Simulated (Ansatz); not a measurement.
Crystal: Cu.

```
Cu
1.0
     0.00000    1.80750    1.80750
     1.80750    0.00000    1.80750
     1.80750    1.80750    0.00000
Cu
1
Direct
  0.00000 0.00000 0.00000
```

```yaml
Program: Ansatz 0.2.0
Task: single point
Functional: PBEsol
Potentials_or_basis: Ansatz PAW
Cutoff: "420 eV (not typed: the program's choice for these potentials)"
k_mesh: 13 × 13 × 13
Occupations: fermi-dirac, width 0.05 eV
Spin: no spin polarisation
```

On this cell: pressure -6.6 GPa; band gap on the k mesh none (metal or under the smearing width).

The same run follows on a disturbed copy (cell strained at random at fixed volume):

```
CELL_PARAMETERS angstrom
-0.00858 1.79575 1.80169
1.82295 -0.02405 1.81716
1.79533 1.78360 0.00357
ATOMIC_POSITIONS crystal
Cu 0.00146 0.97571 0.02932
```

Q: What changes?

A: The energy (extrapolated to zero smearing) moves by +1.5 meV/atom; pressure -6.5 GPa; band gap on the k mesh none (metal or under the smearing width).

Stress tensor (GPa, compression positive):
```
-6.59  1.52 -0.76
 1.52 -6.27  0.53
-0.76  0.53 -6.68
```

Caveats: the PAW data sets come from PBE, with cores solved anew for the run's functional, which leaves a small shift of forces and pressure.
